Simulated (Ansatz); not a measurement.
We consider cubic perovskite BaSnO3, described by PBE0 in Ansatz (PAW).

Run with plane-wave cutoff 460 eV, 6×6×6 k mesh, Fermi–Dirac smearing 0.01 eV, scalar-relativistic PAW data made under PBE.

Cell (relaxed at this level):

```xyz
5
Lattice="4.1207 0.0000 0.0000 0.0000 4.1207 0.0000 0.0000 0.0000 4.1207" Properties=species:S:1:pos:R:3 pbc="T T T"
Ba     0.0000     0.0000     0.0000
Sn     2.0604     2.0604     2.0604
O      2.0604     0.0000     2.0604
O      0.0000     2.0604     2.0604
O      2.0604     2.0604     0.0000
```

### Question
Give the computed bulk modulus, band gap, smallest direct gap on the k points sampled and pressure derivative B′ of the bulk modulus.

### Answer

bulk modulus: 161 GPa
band gap: 3.33 eV (on the SCF k mesh)
smallest direct gap on the k points sampled: 3.76 eV
pressure derivative B′ of the bulk modulus: 4.7

Measured, for comparison: band gap 2.95 eV (temperature not stated, no zero-point or thermal correction, indirect, from the absorption edge of a single crystal; as tabulated in Kim et al. (2012), arXiv:1207.0764).

Spin–orbit coupling is not included.

Computed values are for the static lattice.

Computing time: roughly 30 core-minutes.

Ansatz is a quantum-chemistry and plane-wave program.
